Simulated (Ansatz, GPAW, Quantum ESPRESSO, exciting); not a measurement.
**One calculation of CuI, 5 ways**

```
I Cu
1.0
     0.00000    3.03150    3.03150
     3.03150    0.00000    3.03150
     3.03150    3.03150    0.00000
I Cu
1 1
Direct
  0.00000 0.00000 0.00000
  0.75000 0.75000 0.75000
```

Alike in all runs: task band structure; functional PBE; k mesh 8 × 8 × 8; occupations fermi-dirac, width 0.05 eV; no spin polarisation; no spin-orbit coupling. Pressure is positive in compression and, in plane waves, holds the error of the finite cutoff, which Ansatz's Pulay term estimates and takes out. Gaps are the smaller of the mesh's and the band path's.

| program and potentials | plane-wave cutoff (eV) | notes | band gap (eV) | pressure (GPa) |
| --- | --- | --- | --- | --- |
| Quantum ESPRESSO, Ansatz NC SR PBE | 1252 | 13 valence electrons an atom on average | ? | ? |
| Ansatz, PseudoDojo standard (PBE files) | 1252 | 13 valence electrons an atom on average | 1.09 | 0.14 |
| Ansatz, all-electron LAPW, scalar-relativistic | - | - | 1.12 | 0.33 |
| exciting, all-electron LAPW+lo, shipped species files, valence relativity iora* | - | - | 1.12 | - |
| GPAW, GPAW PAW data sets (gpaw-data 1.2.1) | 600 | 9 valence electrons an atom on average; this data set often lies off other programs | 1.14 | 0.89 |

**Question.** Estimate from the other rows what the run with Quantum ESPRESSO, Ansatz NC SR PBE gave.

**Answer.** Band gap 1.14 eV; pressure 0.30 GPa. The other rows, which needn't bracket it: band gap 1.09 to 1.14; pressure 0.14 to 0.89.
